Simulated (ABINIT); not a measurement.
Input of an ABINIT 10.8.3 (patched build) run:

The input run.abi:

```
ndtset 2

pp_dirpath "./"
pseudos "Pt.GGA_PBE-JTH.xml, S.GGA_PBE-JTH.xml"

acell 3*1.0
rprim
     6.6956776048     0.0000000000     0.0000000000
    -3.3478388024     5.7986269013     0.0000000000
     0.0000000000     0.0000000000     9.5219519968
ntypat 2
znucl 78 16
natom 3
typat 1 2 2
xcart
     0.0000000000     0.0000000000     0.0000000000
     1.7716000002     1.0228337368     3.8949924000
    -0.0000000002     2.0456674739     1.1438076000 Angstrom

ecut 20.0
pawecutdg 40.0
pawxcdev 0

ixc -116133

occopt 3
tsmear 0.05 eV

nstep 100

iomode 3
prtwf 0
prteig 0
prtebands 0
enunit 1
prtden1 1
prtvha1 1
prtvclmb1 1
prtpot1 1

kptopt1 1
ngkpt1 9 9 5
nshiftk1 1
shiftk1 0.0 0.0 0.0
nband1 15
tolvrs1 1.0e-9

iscf2 -2
getden2 1
nband2 21
nbdbuf2 4
tolwfr2 1.0e-11
kptopt2 -7
ndivsm2 6
prteig2 1
kptbounds2
     0.0000000000     0.0000000000     0.0000000000
     0.5000000000     0.0000000000     0.0000000000
     0.3333333333     0.3333333333     0.0000000000
     0.0000000000     0.0000000000     0.0000000000
     0.0000000000     0.0000000000     0.5000000000
     0.5000000000     0.0000000000     0.5000000000
     0.3333333333     0.3333333333     0.5000000000
     0.0000000000     0.0000000000     0.5000000000
```

Potentials or basis: JTH PAW PBE v2.0.

Run with:

```bash
$ abinit run.abi > log 2>&1
```

(1) Estimate the band gap along the path.

(2) What does it give for the largest force?

(3) Predict the pressure.

Results:

(1) 0.92 eV, indirect (least direct gap 1.49 eV).

(2) 1.082 eV/Å.

(3) 7.3 GPa.

Caveat: the PAW data sets were made with another functional, which shifts forces and pressure a little; spin-orbit coupling is left out, which moves the levels of the heavy elements.
